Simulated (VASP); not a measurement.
# Gap, carriers and strain in SbAs (F-43m), part 2 of 3

The runs below take SbAs at its given cell and follow the band edges through several levels. The cell is generated by rule, not measured, and may not be a known phase.

VASP 6.6.1, plane waves and PAW; the level of theory is named at each step.

Still holding for the runs below: The k-mesh is coarse for a metal.

So far. Step 3 (Bands on a dense mesh): At 12.6 GPa the cell is away from the equilibrium volume of this level: left free, it would expand.

The structure was built from a prototype and need not be the compound's stable phase.

### 4. Bands with spin-orbit coupling

This step: PBEsol, spin-orbit coupling; plane waves and PAW (As, Sb); invented cell (VASP 6.6.1).

Spin-orbit coupling can split and shift the band edges, more so for heavy elements, so the bands are solved again with spinors.

Contents of INCAR:

```
SYSTEM = SbAs
PREC = Accurate
ENCUT = 400
EDIFF = 1E-06
NELM = 100
ISMEAR = 0
SIGMA = 0.02
LREAL = .FALSE.
ALGO = Normal
GGA = PS
LNONCOLLINEAR = .TRUE.
MAGMOM = 0 0 0 0 0 0
NBANDS = 22
GGA_COMPAT = .FALSE.
LASPH = .TRUE.
LSORBIT = .TRUE.
LORBIT = 11
LWAVE = .FALSE.
LCHARG = .FALSE.
KPAR = 4
ISIF = 2
```

Contents of POSCAR:

```
SbAs
1.0
    0.0000000000      3.0137700000      3.0137700000
    3.0137700000      0.0000000000      3.0137700000
    3.0137700000      3.0137700000      0.0000000000
As Sb
1 1
Direct
    0.0000000000      0.0000000000      0.0000000000
    0.2500000000      0.2500000000      0.2500000000
```

Contents of KPOINTS:

```
Automatic mesh
0
Gamma
8 8 8
0 0 0
```

Contents of KPOINTS_OPT:

```
Line mode
16
Line-mode
Reciprocal
  0.00000000   0.00000000   0.00000000 GAMMA
  0.50000000   0.00000000   0.50000000 X

  0.50000000   0.00000000   0.50000000 X
  0.50000000   0.25000000   0.75000000 W

  0.50000000   0.25000000   0.75000000 W
  0.37500000   0.37500000   0.75000000 K

  0.37500000   0.37500000   0.75000000 K
  0.00000000   0.00000000   0.00000000 GAMMA

  0.00000000   0.00000000   0.00000000 GAMMA
  0.50000000   0.50000000   0.50000000 L

  0.50000000   0.50000000   0.50000000 L
  0.62500000   0.25000000   0.62500000 U

  0.62500000   0.25000000   0.62500000 U
  0.50000000   0.25000000   0.75000000 W

  0.50000000   0.25000000   0.75000000 W
  0.50000000   0.50000000   0.50000000 L

  0.50000000   0.50000000   0.50000000 L
  0.37500000   0.37500000   0.75000000 K

  0.62500000   0.25000000   0.62500000 U
  0.50000000   0.00000000   0.50000000 X
```

PAW data sets: As and Sb (PBE family, release 64).

On the command line:

```console
mpirun -np 4 vasp_ncl
```

Log:

```text
[... set-up lines as in an earlier step ...]
 entering main loop
       N       E                     dE             d eps       ncg     rms          rms(c)
DAV:   1     0.309334780040E+02    0.30933E+02   -0.30637E+03  1892   0.600E+02
DAV:   2    -0.623926276807E+01   -0.37173E+02   -0.35523E+02  2464   0.117E+02
DAV:   3    -0.863947015481E+01   -0.24002E+01   -0.23704E+01  2420   0.298E+01
DAV:   4    -0.866391156141E+01   -0.24441E-01   -0.24435E-01  2104   0.360E+00
DAV:   5    -0.866420188256E+01   -0.29032E-03   -0.29031E-03  2352   0.425E-01    0.461E+00
DAV:   6    -0.857572785685E+01    0.88474E-01   -0.97873E-02  2082   0.166E+00    0.285E+00
DAV:   7    -0.855985846661E+01    0.15869E-01   -0.45552E-02  2232   0.110E+00    0.120E+00
DAV:   8    -0.855814092294E+01    0.17175E-02   -0.16681E-03  2146   0.281E-01    0.475E-01
DAV:   9    -0.855784605181E+01    0.29487E-03   -0.10902E-03  2114   0.180E-01    0.593E-02
DAV:  10    -0.855783758634E+01    0.84655E-05   -0.12419E-04  2076   0.763E-02    0.165E-02
DAV:  11    -0.855783383213E+01    0.37542E-05   -0.13278E-05  2124   0.211E-02    0.703E-03
DAV:  12    -0.855783393480E+01   -0.10266E-06   -0.18261E-06  2130   0.759E-03
   1 F= -.85578339E+01 E0= -.85576853E+01  d E =-.297185E-03  mag=    -0.0000    -0.0000    -0.0000
 Start KPOINTS_OPT (optional k-point list driver)
k-point batch [1-43\160]
       N       E                     dE             ncg
DAV:   1     0.140975554030E+04   -0.86634E+04     1892
DAV:   2    -0.575458040376E+02   -0.14673E+04     2582
DAV:   3    -0.144702101979E+03   -0.87156E+02     2412
DAV:   4    -0.145563357568E+03   -0.86126E+00     2238
DAV:   5    -0.145575125816E+03   -0.11768E-01     2362
DAV:   6    -0.145575413600E+03   -0.28778E-03     2268
DAV:   7    -0.145575423466E+03   -0.98653E-05     2218
DAV:   8    -0.145575423799E+03   -0.33305E-06     1588
[...]
k-point batch [130-160\160]
       N       E                     dE             ncg
DAV:   1     0.398130531885E+04   -0.77144E+04     1364
DAV:   2     0.291062804950E+04   -0.10707E+04     1784
DAV:   3     0.284633353677E+04   -0.64295E+02     1842
DAV:   4     0.284571216222E+04   -0.62137E+00     1562
DAV:   5     0.284570396364E+04   -0.81986E-02     1772
DAV:   6     0.284570375610E+04   -0.20753E-03     1552
DAV:   7     0.284570374934E+04   -0.67638E-05     1774
DAV:   8     0.284570374913E+04   -0.20495E-06     1188
```

Wall time 2.9 min (4 MPI ranks of AMD EPYC 7R43, shared host); peak memory 1.1 GiB.

From OUTCAR (step 4):

```text
The static configuration has the point symmetry T_d .

 Found     43 irreducible k-points:

   k-points           NKPTS =     43   k-points in BZ     NKDIM =     43   number of bands    NBANDS=     22

   NELECT =      10.0000    total number of electrons

 E-fermi :   5.9724

 k-point     1 :       0.0000    0.0000    0.0000
  band No.  band energies     occupation
    ...
      6       3.1513      1.00000
      7       3.6499      1.00000
      8       3.6499      1.00000
      9       3.6499      1.00000
     10       3.6499      1.00000
     11       6.0544      0.00000
     12       6.0544      0.00000
     13       6.5733      0.00000
     14       6.5733      0.00000
     15       6.5733      0.00000
    ...

 k-point     2 :       0.1250    0.0000    0.0000
  band No.  band energies     occupation
    ...
      6       3.0531      1.00000
      7       3.4145      1.00000
      8       3.4171      1.00000
      9       3.8791      1.00000
     10       3.8792      1.00000
     11       6.4955      0.00000
     12       6.4955      0.00000
     13       6.9037      0.00000
     14       6.9061      0.00000
     15       6.9229      0.00000
    ...

  Total        4.3897575      4.3897575      4.3897575      0.0000000     -0.0000000      0.0000000
  in kB      128.4667698    128.4667698    128.4667698      0.0000000     -0.0000000      0.0000000
  external PRESSURE =     128.4667698 kB  Pullay stress =       0.0000000 kB

  FREE ENERGIE OF THE ION-ELECTRON SYSTEM (eV)
  ---------------------------------------------------
  free  energy   TOTEN  =        -8.5578339348 eV

  energy  without entropy=       -8.5575367498  energy(sigma->0) =       -8.55768534

 Spin-Orbit-Coupling matrix elements
 Ion:    1  E_soc:     -0.0301687
 Ion:    2  E_soc:     -0.1347519

 total charge
# of ion       s       p       d       tot
------------------------------------------
    1        1.335   1.426   0.053   2.814
    2        1.238   1.174   0.062   2.474
--------------------------------------------------
tot          2.573   2.601   0.115   5.288

 magnetization (x)
# of ion       s       p       d       tot
------------------------------------------
    1       -0.000  -0.000  -0.000  -0.000
    2       -0.000  -0.000   0.000  -0.000
--------------------------------------------------
tot         -0.000  -0.000   0.000  -0.000

 magnetization (y)
# of ion       s       p       d       tot
------------------------------------------
    1       -0.000   0.000  -0.000   0.000
    2        0.000   0.000   0.000   0.000
--------------------------------------------------
tot         -0.000   0.000  -0.000   0.000

 magnetization (z)
# of ion       s       p       d       tot
------------------------------------------
    1       -0.000   0.000   0.000   0.000
    2       -0.000  -0.000  -0.000  -0.000
--------------------------------------------------
tot         -0.000   0.000  -0.000   0.000

[... 7 parts as in an earlier step ...]

[... 6 further parts left out ...]
```

LASPH is on here and off in the session's scalar semilocal runs, so a comparison with those holds both changes.

Numbers from this step:

* bands: 22
* irreducible k-points: 43
* free energy (TOTEN): -8.558 eV
* energy at zero smearing: -8.558 eV
* Fermi energy: 5.972 eV
* pressure: 12.85 GPa

The spin moment in the PAW sphere vanishes on all atoms.

On-site spin-orbit energy by atom:

```
atom  on-site spin-orbit energy (eV)
 As1                          -0.030
 Sb2                          -0.135
```

The electronic bands at the labelled points (eV, zero at the Fermi level; # counts the bands kept, so #1 is VASP's band 3):

```
          point     #5     #6     #7     #8     #9    #10   #11   #12
              Γ  -2.32  -2.32  -2.32  -2.32   0.08   0.08  0.60  0.60
0.47 of the way  -3.82  -3.82  -0.74  -0.74  -0.26  -0.26  2.65  2.65
              X  -4.80  -4.80  -1.20  -1.20  -0.85  -0.85  5.72  5.72
0.53 of the way  -5.14  -5.08  -0.28  -0.09   0.03   0.12  4.06  4.27
              W  -5.33  -5.29   1.16   1.22   1.35   1.65  2.20  2.22
0.47 of the way  -4.96  -4.89   0.03   0.11   1.50   1.54  2.98  3.14
              K  -4.52  -4.50  -0.83  -0.80   1.49   1.52  3.89  4.10
0.47 of the way  -3.27  -3.25  -0.98  -0.92   1.46   1.61  1.71  1.73
              Γ  -2.32  -2.32  -2.32  -2.32   0.08   0.08  0.60  0.60
0.47 of the way  -2.93  -2.93  -2.18  -2.18   1.09   1.09  1.42  1.43
              L  -3.42  -3.42  -2.59  -2.59   1.52   1.52  1.78  1.78
0.47 of the way  -3.95  -3.93  -1.03  -0.97   1.56   1.57  2.52  2.52
              U  -4.52  -4.50  -0.83  -0.80   1.49   1.52  3.89  4.10
0.47 of the way  -4.88  -4.82  -0.15  -0.08   1.50   1.53  3.14  3.30
              W  -5.33  -5.29   1.16   1.22   1.35   1.65  2.20  2.22
0.53 of the way  -4.18  -4.10  -0.64  -0.55   1.33   1.41  2.82  2.88
              L  -3.42  -3.42  -2.59  -2.59   1.52   1.52  1.78  1.78
0.53 of the way  -4.03  -4.01  -0.88  -0.83   1.67   1.68  2.75  2.75
              K  -4.52  -4.50  -0.83  -0.80   1.49   1.52  3.89  4.10
      jump to U  -4.52  -4.50  -0.83  -0.80   1.49   1.52  3.89  4.10
0.53 of the way  -4.78  -4.76  -1.04  -0.99  -0.28  -0.27  5.05  5.20
              X  -4.80  -4.80  -1.20  -1.20  -0.85  -0.85  5.72  5.72
```

Of the projections kept (As, Sb), the largest for each band there; the rest of the weight can lie on other orbitals:

```
point       #5       #6       #7       #8       #9      #10      #11      #12
    Γ  As 0.65  As 0.65  As 0.65  As 0.65  Sb 0.60  Sb 0.60  Sb 0.67  Sb 0.67
    X  As 0.56  As 0.56  Sb 0.66  Sb 0.66  As 0.59  As 0.59  As 0.51  As 0.51
    W  As 0.56  As 0.51  As 0.71  Sb 0.73  As 0.70  Sb 0.73  As 0.76  As 0.75
    K  As 0.55  As 0.55  Sb 0.55  Sb 0.52  As 0.55  As 0.59  Sb 0.52  Sb 0.57
    Γ  As 0.65  As 0.65  As 0.65  As 0.65  Sb 0.60  Sb 0.60  Sb 0.67  Sb 0.67
    L  As 0.58  As 0.58  Sb 0.53  Sb 0.53  Sb 0.56  Sb 0.56  Sb 0.59  Sb 0.59
```

### 5. Orbitals for bands with HSE06

This step: PBE; plane waves and PAW (As, Sb); invented cell (VASP 6.6.1).

The hybrid starts from PBE orbitals, which saves many expensive cycles.

Contents of INCAR:

```
SYSTEM = SbAs
PREC = Accurate
ENCUT = 400
EDIFF = 1E-05
NELM = 100
ISMEAR = 0
SIGMA = 0.02
LREAL = .FALSE.
ALGO = Normal
GGA = PE
NBANDS = 11
LORBIT = 11
LWAVE = .TRUE.
LCHARG = .FALSE.
KPAR = 4
```

POSCAR is that of step 4.

Contents of KPOINTS:

```
Automatic mesh
0
Gamma
4 4 4
0 0 0
```

On the command line:

```console
mpirun -np 4 vasp_std
```

Log:

```text
[banner, memory and clock lines left out]
running    4 mpi-ranks, on    1 nodes
 distrk:  each k-point on    1 cores,    4 groups
 distr:  one band on    1 cores,    1 groups

 POSCAR found type information on POSCAR AsSb
 POSCAR found :  2 types and       2 ions
 LDA part: xc-table for (Slater+PW92), standard interpolation
 POSCAR, INCAR and KPOINTS ok, starting setup
 FFT: planning ... GRIDC
 FFT: planning ... GRID_SOFT
 FFT: planning ... GRID
 WAVECAR not read
 entering main loop
       N       E                     dE             d eps       ncg     rms          rms(c)
DAV:   1     0.277811892180E+02    0.27781E+02   -0.33125E+03   176   0.592E+02
DAV:   2    -0.648187430867E+01   -0.34263E+02   -0.32351E+02   259   0.102E+02
DAV:   3    -0.799983017245E+01   -0.15180E+01   -0.15126E+01   231   0.226E+01
DAV:   4    -0.801277548782E+01   -0.12945E-01   -0.12944E-01   197   0.247E+00
DAV:   5    -0.801290310730E+01   -0.12762E-03   -0.12762E-03   220   0.274E-01    0.432E+00
DAV:   6    -0.793975974898E+01    0.73143E-01   -0.16969E-01   188   0.158E+00    0.266E+00
DAV:   7    -0.792890425914E+01    0.10855E-01   -0.53932E-02   203   0.106E+00    0.690E-01
DAV:   8    -0.792774186908E+01    0.11624E-02   -0.56818E-03   179   0.391E-01    0.961E-02
DAV:   9    -0.792776304158E+01   -0.21173E-04   -0.50262E-04   206   0.146E-01    0.368E-02
DAV:  10    -0.792775819153E+01    0.48501E-05   -0.22083E-05   169   0.289E-02
   1 F= -.79277582E+01 E0= -.79272293E+01  d E =-.105786E-02
 writing wavefunctions
```

Run time: 5.2 s. Hardware: 4 MPI ranks; peak memory 0.47 GiB.

Parts of OUTCAR (step 5):

```text
   k-points           NKPTS =      8   k-points in BZ     NKDIM =      8   number of bands    NBANDS=     11

   NELECT =      10.0000    total number of electrons

 E-fermi :   5.8788

 k-point     1 :       0.0000    0.0000    0.0000
  band No.  band energies     occupation
      1      -8.3325      2.00000
      2       1.6127      2.00000
      3       3.5705      2.00000
      4       3.5705      2.00000
      5       3.5705      2.00000
      6       6.5183      0.00000
      7       6.5183      0.00000
      8       6.5183      0.00000
      9      10.5902      0.00000
     10      13.2294      0.00000
    ...

  Total        4.4755234      4.4755234      4.4755234     -0.0000000     -0.0000000      0.0000000
  in kB      130.9767183    130.9767183    130.9767183     -0.0000000     -0.0000000      0.0000000
  external PRESSURE =     130.9767183 kB  Pullay stress =       0.0000000 kB

 POSITION                                       TOTAL-FORCE (eV/Angst)
 -----------------------------------------------------------------------------------
      0.00000      0.00000      0.00000        -0.000000     -0.000000      0.000000
      1.50689      1.50689      1.50689         0.000000      0.000000     -0.000000
 -----------------------------------------------------------------------------------
    total drift:                                0.000000      0.000000      0.000000

  FREE ENERGIE OF THE ION-ELECTRON SYSTEM (eV)
  ---------------------------------------------------
  free  energy   TOTEN  =        -7.9277581915 eV

  energy  without entropy=       -7.9267003361  energy(sigma->0) =       -7.92722926

[... 6 parts as in an earlier step ...]

[... 10 further parts left out ...]
```

This step gave:

```
SCF cycles              : 10
bands                   : 11
irreducible k-points    : 8
free energy (TOTEN)     : -7.928 eV
energy at zero smearing : -7.927 eV
Fermi energy            : 5.879 eV
pressure                : 13.10 GPa
```

The run ends at a pressure of 13.10 GPa.

(Continued in part 3 of 3.)

[Lines on the potential files, build, host, timing and source positions are cut from VASP's logs without a mark.]

[Logs are printed without paths, hosts, clocks, repeated set-up lines and the standing remarks that a program may print on its own settings, such as how far it seeks lower states.]

[Hosts, paths, dates, database ids (printed as entryN), source tags and the programs' standing remarks are cut or masked in the printed files.]

[In band tables of VASP the shares of atoms and orbitals are scaled to a sum of 1 inside the atoms' spheres.]

[Gaps and slopes under strain along one axis are those of the sampled path and mesh points; where strain splits equal valleys, another of them can be the edge.]
